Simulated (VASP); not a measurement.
Crystal: TiO2.

```
Ti O
1.0
     4.59984    0.00000    0.00000
     0.00000    4.59984    0.00000
     0.00000    0.00000    2.95921
Ti O
2 4
Direct
  0.00000 0.00000 0.50000
  0.50000 0.50000 0.00000
  0.30432 0.30432 0.50000
  0.19568 0.80432 0.00000
  0.80432 0.19568 0.00000
  0.69568 0.69568 0.50000
```

The cell is a database's computed one.

Base run:

- Program: VASP 6.6.1
- Functional: PBE
- Potentials or basis: VASP PAW PBE potentials, release 64 (Ti_sv_GW, O_GW)
- Cutoff: 600 eV
- k mesh: 6 × 6 × 9
- Occupations: fermi-dirac, width 0.05 eV
- Spin: no spin polarisation

Its results: band gap on the k mesh 1.86 eV, direct; pressure 3.2 GPa; largest force 0.005 eV/Å.

Problem. After a change of settings the same cell gave: band gap on the k mesh 1.70 eV, direct; pressure 7.0 GPa; largest force 0.101 eV/Å. Which change was it?
A. cutoff from 600 eV to 550 eV; further incar settings from ALGO = Fast; EDIFF = 1e-06 to ALGO = Normal; EDIFF = 1e-07; NBANDS = 33
B. potentials or basis from VASP PAW PBE potentials, release 64 (Ti_sv_GW, O_GW) to VASP PAW PBE potentials, release 64 (Ti_pv, O); cutoff from 600 eV to 520 eV; further incar settings from ALGO = Fast; EDIFF = 1e-06 to ALGO = Normal; EDIFF = 1e-06; valence electrons from 48 to 44
C. potentials or basis from VASP PAW PBE potentials, release 64 (Ti_sv_GW, O_GW) to VASP PAW PBE potentials, release 64 (Ti, O); cutoff from 600 eV to 500 eV; further incar settings from ALGO = Fast; EDIFF = 1e-06 to ALGO = Normal; EDIFF = 1e-06; NBANDS = 25; valence electrons from 48 to 32

Solution. C.
